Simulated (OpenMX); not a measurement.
Ir:

```
Ir
1.0
     0.00000    1.91560    1.91560
     1.91560    0.00000    1.91560
     1.91560    1.91560    0.00000
Ir
1
Direct
  0.00000 0.00000 0.00000
```

- Program: OpenMX 3.8.5
- Task: single point
- Functional: PBE
- Potentials or basis: OpenMX 2013 PBE set, Ir7.0-s3p2d2f1, grid cutoff 350 Ry
- k mesh: 13 × 13 × 13
- Occupations: fermi-dirac, width 0.05 eV
- Spin: no spin polarisation

On this cell: pressure 15.0 GPa; band gap on the k mesh none (metal or under the smearing width).

The same run follows on a disturbed copy (cell strained at random at fixed volume):

```
Ir
1.0
    -0.00903    1.95837    1.93892
     1.89839    0.02290    1.90699
     1.89968    1.92773    0.02161
Ir
1
Direct
  0.99766 0.99684 0.98575
```

What changes?

The energy (extrapolated to zero smearing) moves by +11.4 meV/atom; pressure 15.3 GPa; band gap on the k mesh none (metal or under the smearing width).

Caveats: the basis of atomic orbitals isn't converged, which shifts pressures, moduli and gaps; so large a pressure means that the cell lies far from this level's equilibrium, or that cutoff or potentials fall short (some runs).
